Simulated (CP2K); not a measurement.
Write the native input for CP2K 2026.2 that does the following.

* Task: band structure
* Functional: r2SCAN
* Potentials or basis: POTENTIAL_UZH Ba GTH-SCAN-q10, Ti GTH-SCAN-q12, O GTH-SCAN-q6; TZVP-MOLOPT-SCAN-GTH basis
* Density cutoff: 11565 eV
* k mesh: 7 × 7 × 7
* Occupations: fermi-dirac, width 0.1 eV
* Spin: no spin polarisation
* SCF solver: diagonalisation with k points
* Quickstep method: GPW
* EPS_DEFAULT: 1.0E-9
* EPS_SCF: 1.0E-6
* MAX_SCF: 100
* SCF_GUESS: ATOMIC
* k points reduced by the point group: yes
* Mesh centred on Gamma: yes
* CHOLESKY: OFF
* EPS_EIGVAL: 1.0E-7
* MIXING METHOD: BROYDEN_MIXING
* MIXING ALPHA: 0.4
* NBUFFER: 8
* NGRIDS: 5
* Basis sets: Ba TZVP-MOLOPT-SCAN-GTH-q10, Ti TZVP-MOLOPT-SCAN-GTH-q12, O TZVP-MOLOPT-SCAN-GTH-q6
* Potentials: Ba GTH-SCAN-q10 of POTENTIAL_UZH, Ti GTH-SCAN-q12 of POTENTIAL_UZH, O GTH-SCAN-q6 of POTENTIAL_UZH
* ADDED_MOS: [19]
* Points a segment of the path (NPOINTS): 10
* Bands added on the path: 2
* MPI ranks: 4
* REL_CUTOFF (Ry): 60 Ry
* MIXING BETA (1/bohr): 1.5 1/bohr
* CUTOFF of the grids: 850 Ry

The system is BaTiO3.

```
CELL_PARAMETERS angstrom
4.00600 0.00000 0.00000
0.00000 4.00600 0.00000
0.00000 0.00000 4.00600
ATOMIC_POSITIONS crystal
Ba 0.50000 0.50000 0.50000
Ti 0.00000 0.00000 0.00000
O 0.00000 0.00000 0.50000
O 0.00000 0.50000 0.00000
O 0.50000 0.00000 0.00000
```

One way to write it, as run:

batio3_bands.inp

```
&GLOBAL
  PROJECT batio3_bands
  RUN_TYPE ENERGY_FORCE
  PRINT_LEVEL LOW
&END GLOBAL
&FORCE_EVAL
  METHOD QS
  STRESS_TENSOR ANALYTICAL
  &DFT
    BASIS_SET_FILE_NAME BASIS_MOLOPT_UZH
    POTENTIAL_FILE_NAME POTENTIAL_UZH
    &MGRID
      CUTOFF 850
      REL_CUTOFF 60
      NGRIDS 5
    &END MGRID
    &QS
      METHOD GPW
      EPS_DEFAULT 1.0E-9
    &END QS
    &KPOINTS
      SCHEME MONKHORST-PACK 7 7 7
      GAMMA_CENTERED T
      SYMMETRY T
      SYMMETRY_BACKEND SPGLIB
    &END KPOINTS
    &SCF
      SCF_GUESS ATOMIC
      EPS_SCF 1.0E-6
      MAX_SCF 100
      ADDED_MOS 19
      CHOLESKY OFF
      EPS_EIGVAL 1.0E-7
      &DIAGONALIZATION ON
        ALGORITHM STANDARD
      &END DIAGONALIZATION
      &MIXING ON
        METHOD BROYDEN_MIXING
        ALPHA 0.4
        BETA 1.5
        NBUFFER 8
      &END MIXING
      &SMEAR ON
        METHOD FERMI_DIRAC
        ELECTRONIC_TEMPERATURE [K] 1160.452
      &END SMEAR
    &END SCF
    &XC
      &XC_FUNCTIONAL
        &MGGA_X_R2SCAN
        &END MGGA_X_R2SCAN
        &MGGA_C_R2SCAN
        &END MGGA_C_R2SCAN
      &END XC_FUNCTIONAL
    &END XC
    &PRINT
      &KPOINTS ON
      &END KPOINTS
      &MULLIKEN ON
      &END MULLIKEN
      &MO ON
        ENERGIES T
        OCCUPATION_NUMBERS T
        &EACH
          QS_SCF 0
        &END EACH
        ADD_LAST NUMERIC
      &END MO
      &BAND_STRUCTURE
        FILE_NAME bands.bs
        ADDED_MOS 2
        &KPOINT_SET
          UNITS B_VECTOR
          NPOINTS 10
          SPECIAL_POINT GAMMA 0.00000000 0.00000000 0.00000000
          SPECIAL_POINT X 0.00000000 0.50000000 0.00000000
          SPECIAL_POINT M 0.50000000 0.50000000 0.00000000
          SPECIAL_POINT GAMMA 0.00000000 0.00000000 0.00000000
          SPECIAL_POINT R 0.50000000 0.50000000 0.50000000
          SPECIAL_POINT X 0.00000000 0.50000000 0.00000000
        &END KPOINT_SET
        &KPOINT_SET
          UNITS B_VECTOR
          NPOINTS 10
          SPECIAL_POINT M 0.50000000 0.50000000 0.00000000
          SPECIAL_POINT R 0.50000000 0.50000000 0.50000000
        &END KPOINT_SET
      &END BAND_STRUCTURE
    &END PRINT
  &END DFT
  &SUBSYS
    &CELL
      ABC 4.0060000000 4.0060000000 4.0060000000
      ALPHA_BETA_GAMMA 90.0000000000 90.0000000000 90.0000000000
      PERIODIC XYZ
    &END CELL
    &COORD
      Ba  2.0030000000 2.0030000000 2.0030000000
      Ti  0.0000000000 0.0000000000 0.0000000000
      O   0.0000000000 0.0000000000 2.0030000000
      O   0.0000000000 2.0030000000 0.0000000000
      O   2.0030000000 0.0000000000 0.0000000000
    &END COORD
    &KIND Ba
      BASIS_SET TZVP-MOLOPT-SCAN-GTH-q10
      POTENTIAL GTH-SCAN-q10
    &END KIND
    &KIND Ti
      BASIS_SET TZVP-MOLOPT-SCAN-GTH-q12
      POTENTIAL GTH-SCAN-q12
    &END KIND
    &KIND O
      BASIS_SET TZVP-MOLOPT-SCAN-GTH-q6
      POTENTIAL GTH-SCAN-q6
    &END KIND
    &PRINT
      &ATOMIC_COORDINATES ON
      &END ATOMIC_COORDINATES
      &CELL ON
      &END CELL
    &END PRINT
  &END SUBSYS
  &PRINT
    &FORCES ON
    &END FORCES
    &STRESS_TENSOR ON
    &END STRESS_TENSOR
  &END PRINT
&END FORCE_EVAL
```

Potentials or basis: POTENTIAL_UZH Ba GTH-SCAN-q10, Ti GTH-SCAN-q12, O GTH-SCAN-q6; TZVP-MOLOPT-SCAN-GTH basis.

Launch:

```bash
$ OMP_NUM_THREADS=1 mpirun -n 4 cp2k.psmp -i batio3_bands.inp -o batio3_bands.out
```

It gave:

The pressure is 0.8 GPa and the band gap along the path is 2.06 eV, indirect (least direct gap 2.23 eV). The mulliken charges are Ba +1.33; Ti +1.79; O -1.04 e.

Caveat: Mulliken charges move with the basis; spin-orbit coupling is left out, which moves the levels of the heavy elements; the basis of atomic orbitals isn't converged, which shifts pressures, moduli and gaps.

It took 63 s on 4 MPI ranks on Arm Neoverse V2 (shared host).
